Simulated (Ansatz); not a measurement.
# PbSe: response to strain

PbSe is deformed so: equal xy, yz and zx engineering shear strains of +2 %. What stress and forces result, by LAPW, PAW and all-electron datasets made for the crystal?

Computed with Ansatz 0.2.0 (DFT PBEsol, scalar-relativistic, unless a step's input says otherwise).

## 1. The starting structure

It takes space group Fm-3m (No. 225, cubic). The conventional cell has a = 6.124 Å, b = 6.124 Å, c = 6.124 Å, α = 90.00°, β = 90.00°, γ = 90.00°. Pb (site symmetry m-3m) is surrounded by 6 Se at 3.06 Å. Se (site symmetry m-3m) is surrounded by 6 Pb at 3.06 Å.

As a file:

```xyz
2
Lattice="0.0000 3.0621 3.0621 3.0622 0.0000 3.0621 3.0622 3.0621 0.0000" Properties=species:S:1:pos:R:3 pbc="T T T"
Pb    0.0000    0.0000    0.0000
Se    3.0622    3.0621    3.0621
```

Atoms are numbered in the order of the input: Pb1, Se2.

## 2. After the deformation

Space group Fm-3m before, R-3m after.

## 3. LAPW, all electrons

File input.yaml:

```yaml
crystal:
  lattice:
    - [0.061243, 3.0927715, 3.0927715]
    - [3.0927715, 0.061243, 3.0927715]
    - [3.0927715, 3.0927715, 0.061243]
  atoms:
    - { symbol: Pb, position: [0.0, 0.0, 0.0] }
    - { symbol: Se, position: [0.5, 0.5, 0.5] }
kpoints:
  mp_grid: { grid: [7, 7, 7] }
  band_path:
    path:
      - [0.0, 0.0, 0.0]
      - [0.5, 0.5, 0.5]
      - [0.2451701269, 0.5, 0.7548298731]
      - [-0.2451701269, 0.2451701269, 0.5]
      - [0.0, 0.0, 0.5]
      - [0.0, 0.0, 0.0]
      - [-0.3725850634, 0.0, 0.3725850634]
      - [0.0, 0.3725850634, 0.6274149366]
      - [0.0, 0.5, 0.5]
    npoints: 5
scf:
  occupations: { method: fermi_dirac, width: 0.02 }
hamiltonian:
  xc: pbesol
  pseudopotentials: { kind: all_electron, lapw: { basis_error: 0.0005 } }
output:
  forces: true
  stress: true
  eigenvalues: true
```

On the command line:

```
> ansatz run input.yaml --threads 1 --pin off --max-ram 3072MiB --backend cpu --events-out ev --progress --plain --runs-dir out
```

## 4. PAW on the default files

File input.yaml:

```yaml
crystal:
  lattice:
    - [0.061243, 3.0927715, 3.0927715]
    - [3.0927715, 0.061243, 3.0927715]
    - [3.0927715, 3.0927715, 0.061243]
  atoms:
    - { symbol: Pb, position: [0.0, 0.0, 0.0] }
    - { symbol: Se, position: [0.5, 0.5, 0.5] }
kpoints:
  mp_grid: { grid: [7, 7, 7] }
scf:
  occupations: { method: fermi_dirac, width: 0.02 }
hamiltonian:
  xc: pbesol
  pseudopotentials: { kind: paw }
output:
  forces: true
  stress: true
  eigenvalues: true
  efg: { contact_densities: true }
  write_density: true
  write_potential: true
  elf: true
  volumetric_format: npy
```

## 5. Datasets made for this crystal

Changes to input.yaml since step 4:

```diff
@@ -14,3 +14,3 @@
   xc: pbesol
-  pseudopotentials: { kind: paw }
+  pseudopotentials: { kind: all_electron, datasets: crystal }
 output:
@@ -20,5 +20 @@
   efg: { contact_densities: true }
-  write_density: true
-  write_potential: true
-  elf: true
-  volumetric_format: npy
```

(Steps that only read results are left out.)

What does the calculation give? Wanted: pressure; largest shear or deviatoric stress.

**Answer**, as computed:

| quantity | value |
| --- | --- |
| pressure | LAPW -0.62, PAW -0.62, crystal datasets -0.62 GPa |
| largest shear or deviatoric stress (LAPW) | 0.36 GPa |

In words: The largest part of the stress beyond the pressure is 0.36 GPa in size; the atoms are carried along and not relaxed. No run of the undeformed cell stands beside it, so the pressure holds what the given cell had before the change. PAW: stress within 0.01 GPa of LAPW. Crystal datasets: stress within 0.01 GPa of LAPW. Spin-orbit coupling is left out, though the cell holds Pb; in elements this heavy it can shift bands and gaps by tenths of an eV.
